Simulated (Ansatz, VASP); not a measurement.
One calculation of SnO, two programs

The input POSCAR:

```
SnO
1.0
    3.7925880617      0.0000000000      0.0000000000
    0.0000000000      3.7925880617      0.0000000000
    0.0000000000      0.0000000000      4.5680517387
Sn O
2 2
Direct
    0.0000000000      0.5000000000      0.2493020738
    0.5000000000      0.0000000000      0.7506979262
    0.5000000000      0.5000000000      0.0000000000
    0.0000000000      0.0000000000      0.0000000000
```

The input INCAR.step1:

```
SYSTEM = SnO
PREC = Accurate ; ENCUT = 520
ISMEAR = -1 ; SIGMA = 0.02
LREAL = .FALSE. ; LASPH = .TRUE.
NELM = 80 ; NBANDS = 28
GGA = PE ; ALGO = Normal
EDIFF = 1E-4 ; LWAVE = .TRUE.
LCHARG = .FALSE.
```

File INCAR.step2:

```
SYSTEM = SnO
PREC = Accurate ; ENCUT = 520
EDIFF = 1E-6 ; ISMEAR = -1
SIGMA = 0.02 ; LREAL = .FALSE.
LASPH = .TRUE. ; NELM = 80
ALGO = Normal ; ISIF = 2
LWAVE = .FALSE. ; LCHARG = .TRUE.
METAGGA = R2SCAN ; LMIXTAU = .TRUE.
LELF = .TRUE. ; LVHAR = .TRUE.
NBANDS = 28 ; ISTART = 1
```

KPOINTS

```
regular mesh
0
G
  6 6 6
  0 0 0
```

Input for Ansatz:

```yaml
crystal:
  lattice:
    - [3.7925880617, 0.0, 0.0]
    - [0.0, 3.7925880617, 0.0]
    - [0.0, 0.0, 4.5680517387]
  atoms:
    - { symbol: Sn, position: [0.0, 0.5, 0.2493020738] }
    - { symbol: Sn, position: [0.5, 0.0, 0.7506979262] }
    - { symbol: O, position: [0.5, 0.5, 0.0] }
    - { symbol: O, position: [0.0, 0.0, 0.0] }
kpoints:
  mp_grid: { grid: [6, 6, 6] }
  band_path:
    path:
      - [0.0, 0.0, 0.0]
      - [0.0, 0.5, 0.0]
      - [0.5, 0.5, 0.0]
      - [0.0, 0.0, 0.5]
      - [0.0, 0.5, 0.5]
      - [0.5, 0.5, 0.5]
      - [-0.072917, -0.072917, 0.0]
    npoints: 1
hamiltonian:
  xc: r2scan
scf:
  occupations: { method: fermi_dirac, width: 0.02 }
  n_extra_bands: 5
output:
  forces: true
  stress: true
  eigenvalues: true
```

Change from the starting cell: uniaxial_z strain -4.0%.

Alike in both runs: task single point; functional r2SCAN; k mesh 6 × 6 × 6; occupations fermi-dirac, width 0.02 eV; no spin polarisation.

```csv
,VASP,Ansatz
version,VASP 6.6.1,Ansatz 0.2.0
potentials or method,"VASP PAW PBE potentials, release 64 (Sn_d, O)","plane waves, PAW"
plane-wave cutoff (eV),520,500
valence electrons in the cell,40,40
```

```csv
,VASP,Ansatz,Ansatz less VASP
pressure (GPa),2.9,2.3,-0.65
largest component of the traceless stress (GPa),1.01,1.06,+0.048
rms of the force components (eV/Å),0.052,0.008,-0.0441
```

Atom by atom the forces differ by 0.060 eV/Å (rms over components).

Caveats: the PAW data sets were made with another functional, which shifts forces and pressure a little (VASP).
